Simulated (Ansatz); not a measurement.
# Does disorder add resistance in series? Re(0001) layers with 50 % Ru

Two lengths of the disordered region are known. What area resistance does the third give?

How it was computed: Ansatz 0.2.0, plane waves with PAW datasets at their recommended cutoffs (420 eV for most), Fermi-Dirac smearing; ballistic transmission by layer matching. The area resistance is RA = A (h/2e²)(1/T − 1/N), with T the zone-mean transmission per spin and N the lead's channels, both averaged over a few energies near the Fermi level; for magnets each spin is taken apart, with h/e², and the two conduct in parallel. Lateral cell 2x2, PBE, a fresh random draw for each length.

Results; the value marked ? is to be predicted:

| length (Å) | channels N | RA (fΩ m²) |
| --- | --- | --- |
| 4.46 | 5.240 | 0.142 |
| 13.4 | 5.260 | 0.295 |
| 22.3 | 5.260 | ? |

**Estimate by hand.**

Ohm's law makes RA linear in the length: the slope is (0.295 − 0.142)/(13.4 − 4.46) = 0.0172 fΩ m² per Å, or 17 µΩ cm. Then 0.295 + 0.0172 × 8.92. Predicted: 0.448 fΩ m².

Check against the run:

0.444 fΩ m², so the prediction is 0.90 % too high. The three lengths together give 17 µΩ cm. The two increments are 0.15 and 0.15 fΩ m², roughly as Ohm's law has it, though with one draw for each length that is a weak test.

**Limits.** The scatterers repeat sideways with the small cell. The slope is a raw one; a model of isotropic scattering puts it 1.07 times the bulk value over these lengths. Atoms sit unrelaxed on the host's lattice, and the pair may not mix at random in practice. Spin-orbit coupling is left out, which matters for Re.
